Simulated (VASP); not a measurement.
Set up this calculation in VASP 6.6.1, as the native input.

| Property | Result |
| --- | --- |
| Task | single point |
| Functional | PBE |
| Potentials or basis | VASP PAW PBE potentials, release 64 (Eu, S) |
| Cutoff | 520 eV |
| k mesh | 6 × 6 × 6 |
| Occupations | gaussian, width 0.02 eV |
| Spin | collinear spin, typed start |
| Starting moments | [7.0, -7.0, 0.0, 0.0] μB |
| Hubbard terms | Eu f U = 7.0 eV |
| Dipole correction | no |
| Further INCAR settings | ALGO = Normal; EDIFF = 1e-06; NBANDS = 35 |

The structure of EuS lies in POSCAR:

```
EuS
1.0
    2.9785000000      2.9785000000      5.9570000000
    5.9570000000      2.9785000000      2.9785000000
    2.9785000000      5.9570000000      2.9785000000
Eu S
2 2
Direct
    0.0000000000      0.0000000000      0.0000000000
    0.5000000000      0.5000000000      0.5000000000
    0.2500000000      0.2500000000      0.2500000000
    0.7500000000      0.7500000000      0.7500000000
```

One way to write it, as run:

INCAR

```
  PREC = Accurate
  ENCUT = 520
  EDIFF = 1E-6
  ISMEAR = 0
  SIGMA = 0.02
  LREAL = False
  LASPH = True
  NELM = 150
  ALGO = Normal
  ISIF = 2
  LWAVE = False
  LCHARG = False
  ISPIN = 2
  MAGMOM = 7 -7 0 0
  LORBIT = 11
  LMAXMIX = 6
  LDAU = True
  LDAUTYPE = 2
  LDAUL = 3 -1
  LDAUU = 7 0
  LDAUJ = 0 0
  LDAUPRINT = 1
  GGA = PE
  NBANDS = 35
```

KPOINTS

```
Automatic mesh
0
Gamma
  6 6 6
```

Potentials or basis: VASP PAW PBE potentials, release 64 (Eu, S).

Run with:

```console
$ cat potpaw_PBE.64/Eu/POTCAR potpaw_PBE.64/S/POTCAR > POTCAR
$ mpirun -np 1 vasp_std > vasp.out
```

Results of the run:

- Pressure: 1.4 GPa
- Band gap on the k mesh: 1.18 eV
- Net moment: 0.00 μB per cell
- Site moments: Eu +6.73, -6.73; S +0.00 μB
- Valence electrons inside the program's atomic spheres: Eu 14.91; S 3.77

Caveat: spin-orbit coupling is left out, which moves the levels of the heavy elements.

It took 19 min on 1 thread of AMD EPYC 7R13 Processor (Zen 3), with other jobs on the host, peak memory 0.59 GiB.
